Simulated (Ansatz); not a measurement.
Gas-phase electronic energies from Ansatz, PBE0-D4/def2-TZVP geometries. CCSD(T)/CBS adds triple-zeta CCSD(T) − MP2 to the extrapolated MP2 energy (def2 sets, frozen cores). Functionals use def2-TZVPP. Elements past krypton have def2 core potentials. For Br, Sn outer-core shells are correlated without core-valence functions, which leaves a few kJ/mol of doubt a bond. Scalar relativity is left out up to krypton. Each species was taken in one conformer, which may not be the lowest.

Reaction (formal exchange of groups at the Sn–Br bond): `[Br][Sn][Br]` + `CC(=O)O` → `[OH][Sn][Br]` + `CC(=O)Br`

```
  level  ΔE (eV)
ωB97M-V     1.31
LC-ωPBE     1.36
```

**Question.** What does CCSD(T)/CBS give? (Estimate.)

**Answer.** Computed: +1.22 eV. The listed levels differ from it by 0.09, 0.14 eV.

Largest T1 diagnostic among the species: 0.015.

From r2SCAN to r2SCAN0 (25 % exact exchange), in def2-TZVPP and without D4, ΔE moves by +0.16 eV. In def2-TZVPP, CCSD(T) changes the Hartree–Fock value by −0.45 eV (the triples alone add −0.08 eV) and MP2 by −0.49 eV. Leaving LDA and LC-ωPBE aside and taking each functional with its dispersion term where it has one, the values, not all of them listed here, spread over 0.38 eV, from BLYP-D4 to BHLYP-D4. LDA lies +0.10 eV from PBE without D4.

CCSD(T)/CBS has its own doubt, a few kJ/mol and more with outer-core shells, so smaller differences from it don't rank the levels.
